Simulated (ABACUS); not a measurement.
Crystal: ZnS.

```
Zn S
1.0
     0.00000    2.70200    2.70200
     2.70200    0.00000    2.70200
     2.70200    2.70200    0.00000
Zn S
1 1
Direct
  0.75000 0.75000 0.75000
  0.00000 0.00000 0.00000
```

Program: ABACUS 3.10.1. Alike in all runs: task single point; no spin polarisation; cell as given; smearing fermi-dirac 0.05 eV.

Task: Order these runs on this cell by their pressure, lowest first.
A. level SCAN; potentials or basis SG15 ONCV 1.2 PBE, DZP LCAO (the cutoffs set its grid); k mesh 7 × 7 × 7; cutoff (eV) 1361; radial cutoff of the potentials (pseudo_rcut) 10 bohr; SCF threshold on the density 1e-07; eigensolver genelpa
B. level AM05; potentials or basis GBRV ultrasoft 1.5 PBE, plane waves; k mesh 7 × 7 × 7; cutoff (eV) 544; radial cutoff of the potentials (pseudo_rcut) 10 bohr; SCF threshold on the density 1e-08; eigensolver dav
C. level TPSS; potentials or basis SG15 ONCV 1.2 PBE, plane waves; k mesh 6 × 6 × 6; cutoff (eV) 1320; radial cutoff of the potentials (pseudo_rcut) 10 bohr; SCF threshold on the density 1e-08; eigensolver dav
D. level LDA-PW92; potentials or basis GBRV ultrasoft 1.5 LDA, plane waves; k mesh 7 × 7 × 7; cutoff (eV) 544; radial cutoff of the potentials (pseudo_rcut) 10 bohr; SCF threshold on the density 1e-08; eigensolver dav
E. level HCTH407; potentials or basis SPMS ONCV 1.0 PBE, plane waves; k mesh 7 × 7 × 7; cutoff (eV) 1143; radial cutoff of the potentials (pseudo_rcut) 7 bohr; SCF threshold on the density 1e-08; eigensolver dav

Result: D (-4.5 GPa), B (-1.4 GPa), A (0.6 GPa), C (2.4 GPa), E (5.8 GPa).

Caveats: the potentials were made for another functional, which shifts forces and pressure (some runs); the atomic orbitals were generated for these runs and aren't a published set (some runs); the basis of atomic orbitals isn't converged, which shifts pressures, moduli and gaps (some runs).

Not every run made on this cell is shown here.
